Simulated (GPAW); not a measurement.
Write an ASE script for GPAW 26.7.0 that does the following.

| Property | Result |
| --- | --- |
| Task | equation of state |
| Functional | LDA |
| Potentials or basis | the program's PAW data sets (release 1.2.1) made for this functional |
| Cutoff | 800 eV |
| Basis | pw |
| k mesh | 8 × 8 × 8 |
| Occupations | fermi-dirac, width 0.05 eV |
| Spin | no spin polarisation |
| Maxiter | 150 |
| Eos scales | [0.94, 0.96, 0.98, 1.0, 1.02, 1.04, 1.06] |

MgSe:

```
Se Mg
1.0
     0.00000    2.72550    2.72550
     2.72550    0.00000    2.72550
     2.72550    2.72550    0.00000
Se Mg
1 1
Direct
  0.50000 0.50000 0.50000
  0.00000 0.00000 0.00000
```

These files were run (other wordings do the same):

run.py

```python
from ase import Atoms
from ase.eos import EquationOfState
from ase.io import Trajectory
from ase.units import GPa
from gpaw import GPAW, PW

atoms = Atoms(['Se', 'Mg'],
              cell=[[0.0, 2.7255, 2.7255],
                    [2.7255, 0.0, 2.7255],
                    [2.7255, 2.7255, 0.0]],
              scaled_positions=[[0.5, 0.5, 0.5],
                                [0.0, 0.0, 0.0]],
              pbc=True)

traj = Trajectory('eos.traj', 'w')
volumes, energies = [], []
for x in [0.94, 0.96, 0.98, 1.0, 1.02, 1.04, 1.06]:
    a = atoms.copy()
    a.set_cell(atoms.cell * x**(1 / 3), scale_atoms=True)
    calc = GPAW(mode=PW(800),
                xc='LDA',
                kpts={'size': (8, 8, 8), 'gamma': True},
                occupations={'name': 'fermi-dirac', 'width': 0.05},
                nbands=16,
                convergence={'density': 1e-05, 'energy': 1e-05},
                maxiter=150,
                txt=f'eos-{x:.2f}.txt')
    a.calc = calc
    energies.append(a.get_potential_energy(force_consistent=True))
    volumes.append(a.get_volume())
    p = -a.get_stress()[:3].mean() / GPa
    calc.write(f'eos-{x:.2f}.gpw')
    traj.write(a)
    print(f'{x:.2f} {volumes[-1]:10.4f} A^3 {energies[-1]:14.6f} eV {p:9.3f} GPa', flush=True)

v0, e0, B = EquationOfState(volumes, energies, eos='birchmurnaghan').fit()
print(f'V0 = {v0:.4f} A^3, E0 = {e0:.6f} eV, B0 = {B / GPa:.2f} GPa')
```

Potentials or basis: the program's PAW data sets (release 1.2.1) made for this functional, pw.

Launch:

```console
$ OMP_NUM_THREADS=1 python run.py
```

It gave:

```json
{"Equilibrium volume": "19.61 Å³/atom", "Bulk modulus": "69 GPa", "Pressure derivative of the bulk modulus": "4.2"}
```

Run time: 97 s on 1 thread of Intel(R) Xeon(R) Platinum 8375C CPU @ 2.90GHz (Ice Lake), on a shared host, peak memory 0.32 GiB.
